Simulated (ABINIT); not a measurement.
# SnSe (Fm-3m) in ABINIT: further runs

Runs on SnSe. Level: LDA. Tasks: single point.

Program: ABINIT 10.8.3 (patched build). These are calculated values, not measurements. Logs are shortened: lines on timing, memory, paths and dates and some standing lists are left out, and cuts for length are marked. The log counts tension as positive stress, the text compression.

## (1) Starting point

It takes space group Fm-3m (No. 225, cubic). Conventional cell: a = 6.020 Å, b = 6.020 Å, c = 6.020 Å, α = 90.00°, β = 90.00°, γ = 90.00°. Sn (site symmetry m-3m) is surrounded by 6 Se at 3.01 Å. Se (site symmetry m-3m) has 6 Sn at 3.01 Å as nearest neighbours.

Measurements of this composition are mostly on another form, of space group No. 62.

## (2) Single point, LDA

Input file run.abi:

```
# Pseudopotentials
pp_dirpath "./"
pseudos "Sn.upf, Se.upf"

# Structure
acell 8.044153707 8.044153707 8.044153707
rprim
     0.0000000000     0.7071067812     0.7071067812
     0.7071067812     0.0000000000     0.7071067812
     0.7071067812     0.7071067812     0.0000000000
ntypat 2
znucl 50 34
natom 2
typat 1 2
xred
     0.0000000000     0.0000000000     0.0000000000
     0.5000000000     0.5000000000     0.5000000000

# Plane-wave basis
ecut 40.0

# k points
kptopt 1
ngkpt 6 6 6
nshiftk 1
shiftk 0.0 0.0 0.0

# Exchange and correlation
ixc 7

# Bands and occupations
nband 19
occopt 3
tsmear 0.05 eV

# SCF cycle
nstep 100
tolvrs 1.0e-10

# Output
iomode 3
prtwf 0
prtden 0
prteig 0
prtebands 0
enunit 1
```

Potentials or basis: PseudoDojo NC SR LDA v0.4.1 standard.

Launch:

```console
$ mpirun --bind-to none -np 4 abinit run.abi > log 2>&1
```

run.abo:

```text
.Version 10.8.3 of ABINIT
 Symmetries : space group Fm -3 m (#225); Bravais cF (face-center cubic)
================================================================================
 Values of the parameters that define the memory need of the present run
     intxc =       0    ionmov =       0      iscf =       7    lmnmax =       6
     lnmax =       6     mgfft =      48  mpssoang =       3    mqgrid =    3001
     natom =       2  nloc_mem =       1    nspden =       1   nspinor =       1
    nsppol =       1      nsym =      48    n1xccc =    2501    ntypat =       2
    occopt =       3   xclevel =       1
       mpw =        4471          nfft =      110592          nkpt =          16
================================================================================
================================================================================

--------------------------------------------------------------------------------
------------- Echo of variables that govern the present computation ------------
--------------------------------------------------------------------------------
 -outvars: echo values of preprocessed input variables --------
            acell      8.0441537070E+00  8.0441537070E+00  8.0441537070E+00 Bohr
              amu      1.18710000E+02  7.89600000E+01
             ecut      4.00000000E+01 Hartree
           enunit           1
              ixc           7
         kptrlatt        6    0    0      0    6    0      0    0    6
          kptrlen      4.82649222E+01
            natom           2
            nband          19
            ngfft          48      48      48
             nkpt          16
            nstep         100
             nsym          48
           ntypat           2
           occopt           3
           prtden           0
        prtebands           0
           prteig           0
            prtwf           0
            rprim      0.0000000000E+00  7.0710678120E-01  7.0710678120E-01
                       7.0710678120E-01  0.0000000000E+00  7.0710678120E-01
                       7.0710678120E-01  7.0710678120E-01  0.0000000000E+00
          spgroup         225
           tolvrs      1.00000000E-10
           tsmear      1.83746611E-03 Hartree
            typat      1  2
           xangst      0.0000000000E+00  0.0000000000E+00  0.0000000000E+00
                       3.0099999980E+00  3.0099999980E+00  3.0099999980E+00
            xcart      0.0000000000E+00  0.0000000000E+00  0.0000000000E+00
                       5.6880756352E+00  5.6880756352E+00  5.6880756352E+00
             xred      0.0000000000E+00  0.0000000000E+00  0.0000000000E+00
                       5.0000000000E-01  5.0000000000E-01  5.0000000000E-01
            znucl       50.00000   34.00000

================================================================================

 chkinp: Checking input parameters for consistency.

================================================================================
== DATASET  1 ==================================================================

--- !DatasetInfo
iteration_state: {dtset: 1, }
dimensions: {natom: 2, nkpt: 16, mband: 19, nsppol: 1, nspinor: 1, nspden: 1, mpw: 4471, }
cutoff_energies: {ecut:  40.0, pawecutdg:  -1.0, }
electrons: {nelect:   3.00000000E+01, charge:   0.00000000E+00, occopt:   3.00000000E+00, tsmear:   1.83746611E-03, }
meta: {optdriver: 0, ionmov: 0, optcell: 0, iscf: 7, paral_kgb: 0, }
...

 Exchange-correlation functional for the present dataset will be:
  LDA: Perdew-Wang 92 LSD fit to Ceperley-Alder data - ixc=7
  J.P.Perdew and Y.Wang, PRB 45, 13244 (1992)

 Real(R)+Recip(G) space primitive vectors, cartesian coordinates (Bohr,Bohr^-1):
 R(1)=  0.0000000  5.6880756  5.6880756  G(1)= -0.0879032  0.0879032  0.0879032
 R(2)=  5.6880756  0.0000000  5.6880756  G(2)=  0.0879032 -0.0879032  0.0879032
 R(3)=  5.6880756  5.6880756  0.0000000  G(3)=  0.0879032  0.0879032 -0.0879032
 Unit cell volume ucvol=  3.6806632E+02 bohr^3
 Angles (23,13,12)=  6.00000000E+01  6.00000000E+01  6.00000000E+01 degrees

 getcut: wavevector=  0.0000  0.0000  0.0000  ngfft=  48  48  48
         ecut(hartree)=     40.000   => boxcut(ratio)=   2.09588

--- Pseudopotential description ------------------------------------------------
- pspini: atom type   1  psp file is ./Sn.upf
12 -1012 2 -1 1608                            pspcod,pspxc,lmax,lloc,mmax
     nproj     2     2     2

- pspini: atom type   2  psp file is ./Se.upf
12 -1012 2 -1 1198                            pspcod,pspxc,lmax,lloc,mmax
     nproj     2     2     2

   1.82573548E+03                                ecore*ucvol(ha*bohr**3)
--------------------------------------------------------------------------------

================================================================================

--- !BeginCycle
iteration_state: {dtset: 1, }
solver: {iscf: 7, nstep: 100, nline: 4, wfoptalg: 0, }
tolerances: {tolvrs: 1.00E-10, }
...

     iter   Etot(hartree)      deltaE(h)  residm     vres2
 ETOT  1  -198.80015080931    -1.988E+02 9.126E-01 8.914E+01
 ETOT  2  -199.78949468454    -9.893E-01 1.197E-02 1.378E+01
 ETOT  3  -199.79163284143    -2.138E-03 1.451E-02 1.258E-01
 ETOT  4  -199.79165075849    -1.792E-05 1.911E-03 2.711E-02
 ETOT  5  -199.79165469412    -3.936E-06 1.441E-03 2.175E-03
 ETOT  6  -199.79165497654    -2.824E-07 6.819E-05 4.025E-05
 ETOT  7  -199.79165498306    -6.522E-09 8.168E-05 6.733E-07
 ETOT  8  -199.79165498314    -7.805E-11 1.883E-05 2.329E-08
 ETOT  9  -199.79165498313     1.123E-11 4.657E-05 7.343E-10
 ETOT 10  -199.79165498314    -7.816E-12 1.063E-05 1.036E-13

 At SCF step   10       vres2   =  1.04E-13 < tolvrs=  1.00E-10 =>converged.

 Cartesian components of stress tensor (hartree/bohr^3)
  sigma(1 1)=  1.28832079E-04  sigma(3 2)=  0.00000000E+00
  sigma(2 2)=  1.28832079E-04  sigma(3 1)=  0.00000000E+00
  sigma(3 3)=  1.28832079E-04  sigma(2 1)=  0.00000000E+00

--- !ResultsGS
iteration_state: {dtset: 1, }
comment   : Summary of ground state results
lattice_vectors:
- [  0.0000000,   5.6880756,   5.6880756, ]
- [  5.6880756,   0.0000000,   5.6880756, ]
- [  5.6880756,   5.6880756,   0.0000000, ]
lattice_lengths: [   8.04415,    8.04415,    8.04415, ]
lattice_angles: [ 60.000,  60.000,  60.000, ] # degrees, (23, 13, 12)
lattice_volume:   3.6806632E+02
convergence: {deltae: -7.816E-12, res2:  1.036E-13, residm:  1.063E-05, diffor: null, }
etotal    :  -1.99791655E+02
entropy   :   0.00000000E+00
fermie    :   1.77728991E-01
cartesian_stress_tensor: # hartree/bohr^3
- [  1.28832079E-04,   0.00000000E+00,   0.00000000E+00, ]
- [  0.00000000E+00,   1.28832079E-04,   0.00000000E+00, ]
- [  0.00000000E+00,   0.00000000E+00,   1.28832079E-04, ]
pressure_GPa:  -3.7904E+00
xred      :
- [  0.0000E+00,   0.0000E+00,   0.0000E+00, Sn]
- [  5.0000E-01,   5.0000E-01,   5.0000E-01, Se]
cartesian_forces: # hartree/bohr
- [ -0.00000000E+00,  -0.00000000E+00,  -0.00000000E+00, ]
- [ -0.00000000E+00,  -0.00000000E+00,  -0.00000000E+00, ]
force_length_stats: {min:   0.00000000E+00, max:   0.00000000E+00, mean:   0.00000000E+00, }
...

 Integrated electronic density in atomic spheres:
 ------------------------------------------------
 Atom  Sphere_radius  Integrated_density
    1        2.00000         10.52065516
    2        2.00000         13.19201214
================================================================================

 ----iterations are completed or convergence reached----

 Mean square residual over all n,k,spin=   48.033E-09; max=  10.634E-06
 reduced coordinates (array xred) for    2 atoms
       0.000000000000      0.000000000000      0.000000000000
       0.500000000000      0.500000000000      0.500000000000
 rms dE/dt=  0.0000E+00; max dE/dt=  0.0000E+00; dE/dt below (all hartree)
    1       0.000000000000      0.000000000000      0.000000000000
    2       0.000000000000      0.000000000000      0.000000000000

 cartesian coordinates (angstrom) at end:
    1      0.00000000000000     0.00000000000000     0.00000000000000
    2      3.00999999801685     3.00999999801685     3.00999999801685

 cartesian forces (hartree/bohr) at end:
    1     -0.00000000000000    -0.00000000000000    -0.00000000000000
    2     -0.00000000000000    -0.00000000000000    -0.00000000000000
 frms,max,avg= 0.0000000E+00 0.0000000E+00   0.000E+00  0.000E+00  0.000E+00 h/b

 cartesian forces (eV/Angstrom) at end:
    1     -0.00000000000000    -0.00000000000000    -0.00000000000000
    2     -0.00000000000000    -0.00000000000000    -0.00000000000000
 frms,max,avg= 0.0000000E+00 0.0000000E+00   0.000E+00  0.000E+00  0.000E+00 e/A
 length scales=  8.044153707000  8.044153707000  8.044153707000 bohr
              =  4.256782819857  4.256782819857  4.256782819857 angstroms
 Fermi (or HOMO) energy (eV) =   4.83625   Average Vxc (eV)= -10.39258
 Eigenvalues (   eV  ) for nkpt=  16  k points:
 kpt#   1, nband= 19, wtk=  0.00463, kpt=  0.0000  0.0000  0.0000 (reduced coord)
 -43.21671  -43.21671  -43.21529  -43.21529  -43.21529  -16.83510  -16.83510  -16.83384
 -16.83384  -16.83384   -9.27101   -0.60381    2.47183    2.47183    2.47183    8.85447
   8.85447    8.85447   10.52695
 prteigrs : prtvol=0 or 1, do not print more k-points.

--- !EnergyTerms
iteration_state     : {dtset: 1, }
comment             : Components of total free energy in Hartree
kinetic             :  1.25091713170491E+02
hartree             :  5.37008452784966E+01
xc                  : -4.55285544144902E+01
Ewald energy        : -1.12540609254987E+02
psp_core            :  4.96034372123410E+00
local_psp           : -1.52301684948298E+02
non_local_psp       : -7.31737061581718E+01
internal            : -1.99791652605725E+02
'-kT*entropy'       : -2.37741411834852E-06
total_energy        : -1.99791654983139E+02
total_energy_eV     : -5.43660789246997E+03
band_energy         : -2.24323917280525E+01
...

 Cartesian components of stress tensor (hartree/bohr^3)
  sigma(1 1)=  1.28832079E-04  sigma(3 2)=  0.00000000E+00
  sigma(2 2)=  1.28832079E-04  sigma(3 1)=  0.00000000E+00
  sigma(3 3)=  1.28832079E-04  sigma(2 1)=  0.00000000E+00

-Cartesian components of stress tensor (GPa)         [Pressure= -3.7904E+00 GPa]
- sigma(1 1)=  3.79037061E+00  sigma(3 2)=  0.00000000E+00
- sigma(2 2)=  3.79037061E+00  sigma(3 1)=  0.00000000E+00
- sigma(3 3)=  3.79037061E+00  sigma(2 1)=  0.00000000E+00

== END DATASET(S) ==============================================================
================================================================================

 -outvars: echo values of variables after computation  --------
            acell      8.0441537070E+00  8.0441537070E+00  8.0441537070E+00 Bohr
           etotal     -1.9979165498E+02
            fcart     -0.0000000000E+00 -0.0000000000E+00 -0.0000000000E+00
                      -0.0000000000E+00 -0.0000000000E+00 -0.0000000000E+00
            rprim      0.0000000000E+00  7.0710678120E-01  7.0710678120E-01
                       7.0710678120E-01  0.0000000000E+00  7.0710678120E-01
                       7.0710678120E-01  7.0710678120E-01  0.0000000000E+00
           strten      1.2883207852E-04  1.2883207852E-04  1.2883207852E-04
                       0.0000000000E+00  0.0000000000E+00  0.0000000000E+00
           xangst      0.0000000000E+00  0.0000000000E+00  0.0000000000E+00
                       3.0099999980E+00  3.0099999980E+00  3.0099999980E+00
             xred      0.0000000000E+00  0.0000000000E+00  0.0000000000E+00
                       5.0000000000E-01  5.0000000000E-01  5.0000000000E-01
 Calculation completed.
```

Wall time 14 s (4 MPI ranks of Arm Neoverse V1, shared host); peak memory 0.32 GiB.

What came out:

```
Free energy                                           : -5436.6079 eV
Pressure                                              : -3.8 GPa
Band gap on the k mesh                                : 0.60 eV, direct
Valence electrons inside the program's atomic spheres : Sn 10.52; Se 13.19
```

Levels at points of the mesh, in eV from the valence-band top:
```
           k point  band 12  band 13  band 14  band 15  band 16  band 17  band 18  band 19
(0.00, 0.00, 0.00)    -5.14    -2.06    -2.06    -2.06     4.32     4.32     4.32     5.99
(0.50, 0.00, 0.00)    -8.02    -1.81    -1.81     0.00     0.60     1.29     1.29     8.26
(0.50, 0.50, 0.00)    -6.05    -5.37    -3.52    -3.52     3.11     5.35     5.35     5.96
```

Caveat: spin-orbit coupling is left out, which moves the levels of the heavy elements. A k mesh can miss the band edges.

## (3) Single point, LDA

Input file run.abi:

```
pp_dirpath "./"
pseudos "Sn.upf, Se.upf"

acell 3*1.0
rprim
     0.0000000000     5.6880756351     5.6880756351
     5.6880756351     0.0000000000     5.6880756351
     5.6880756351     5.6880756351     0.0000000000
ntypat 2
znucl 50 34
natom 2
typat 1 2
xred
     0.0000000000     0.0000000000     0.0000000000
     0.5000000000     0.5000000000     0.5000000000

ecut 40.0

kptopt 1
ngkpt 6 6 6
nshiftk 1
shiftk 0.0 0.0 0.0

ixc 7

nband 19
occopt 3
tsmear 0.05 eV

nstep 100
tolvrs 1.0e-10

iomode 3
prtwf 0
prtden 0
prteig 0
prtebands 0
enunit 2
prtvol 2
```

Potentials or basis: PseudoDojo NC SR LDA v0.4.1 standard.

Launch:

```console
$ abinit run.abi > log 2>&1
```

It took 54 s on 1 thread of Intel Xeon Platinum 8488C (Sapphire Rapids), shared host; peak memory 0.09 GiB.

It converged, with:

* Free energy: -5436.6079 eV
* Pressure: -3.8 GPa
* Band gap on the k mesh: 0.60 eV, direct
* Valence electrons inside the program's atomic spheres: Sn 10.52; Se 13.19

Levels at points of the mesh, in eV from the valence-band top:
```csv
k point,band 13,band 14,band 15,band 16,band 17,band 18
"(0.00, 0.00, 0.00)",-2.06,-2.06,-2.06,4.32,4.32,4.32
"(0.50, 0.00, 0.00)",-1.81,-1.81,0.00,0.60,1.29,1.29
"(0.50, 0.50, 0.00)",-5.37,-3.52,-3.52,3.11,5.35,5.35
```

Caveat: spin-orbit coupling is left out, which moves the levels of the heavy elements. A k mesh can miss the band edges.
